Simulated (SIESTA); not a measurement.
## FeO (Wuestite) under changes of volume

One of the cells (10.067 Å³/atom); the others are scaled copies at fixed shape and fractional positions:

```
CELL_PARAMETERS angstrom
1.51882 0.87689 2.51958
-1.51882 0.87689 2.51958
0.00000 -1.75378 2.51958
ATOMIC_POSITIONS crystal
Fe 0.00000 0.00000 0.00000
O 0.50000 0.50000 0.50000
```

- Program: SIESTA 5.4.2
- Functional: LDA
- Potentials or basis: PseudoDojo 0.4 standard (LDA files)
- Basis: DZP (energy shift 0.003 Ry; two zetas on semicore shells)
- Grid cutoff: 800 Ry
- Energy shift: 0.003 Ry
- k mesh: 8 × 8 × 8
- Occupations: fermi-dirac, width 0.05 eV
- Spin: collinear spin, ferromagnetic start
- Starting moments: [3.0, 0.0] μB

```csv
volume (Å³/atom),energy over the lowest point (meV/atom),pressure (GPa)
9.463,0.00,-4.2
9.664,7.85,-8.4
9.866,20.84,-12.2
10.067,38.41,-15.6
10.268,?,?
10.470,84.99,-21.2
10.671,113.23,-23.6
```

**Question.** What does the run at 10.268 Å³/atom give?

**Answer.** Energy over the lowest point 59.92 meV/atom; pressure -18.5 GPa.

Worked out: A Birch-Murnaghan fit of order 3 (a polynomial in V^(-2/3)) to the other rows has its minimum at 9.29 Å³/atom, just outside them, with B0 = V·E''(V) = 234 GPa and B' = 4.6 at fixed shape and positions, which overstates the stiffness. It gives 59.85 meV/atom at 10.268 Å³/atom, against the run's 59.92, and -dE/dV = -18.6 GPa, against -18.5.

Energies are extrapolated to zero smearing.

Caveats: short orbitals over semicore shells can move pressures by several GPa; the basis of atomic orbitals isn't converged, which shifts pressures, moduli and gaps; a cell with one magnetic atom can't hold antiferromagnetic order, which such compounds often take.
